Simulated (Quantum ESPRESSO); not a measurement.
The system is HfO2.

```
CELL_PARAMETERS angstrom
3.55802 0.00000 0.00000
0.00000 3.55802 0.00000
0.00000 0.00000 5.17186
ATOMIC_POSITIONS crystal
Hf 0.00000 0.00000 0.00000
Hf 0.50000 0.50000 0.50000
O 0.00000 0.50000 0.19721
O 0.50000 0.00000 0.30279
O 0.50000 0.00000 0.80279
O 0.00000 0.50000 0.69721
```

Measurements of this composition are mostly on another form, of space group No. 14.

Program: Quantum ESPRESSO 7.5. Alike in all runs: task dielectric tensor; no spin polarisation; cell as given; cutoff (eV) 612; smearing fermi-dirac 0.05 eV. Hardware: 1 thread of Intel(R) Xeon(R) Processor @ 2.50GHz (Skylake/Cascade Lake), with other jobs on the host.

Question: Order these runs on this cell by their wall time, lowest first.
A. level LDA; potentials or basis GBRV 1.5 LDA; k mesh 8 × 8 × 6, shifted; form of the LDA correlation PZ81; mesh quality not flagged
B. level LDA; potentials or basis GBRV 1.5 LDA; k mesh 2 × 2 × 2, shifted; form of the LDA correlation PZ81; mesh quality coarse
C. level WC; potentials or basis GBRV 1.5 PBE; k mesh 6 × 6 × 4, shifted; mesh quality not flagged

Answer: B (220 s), C (580 s), A (1400 s).

Caveats: some runs use coarse meshes; the cell is more than 3 GPa from zero pressure, which shifts response properties (some runs).

Runs at the PBE level aren't shown here.
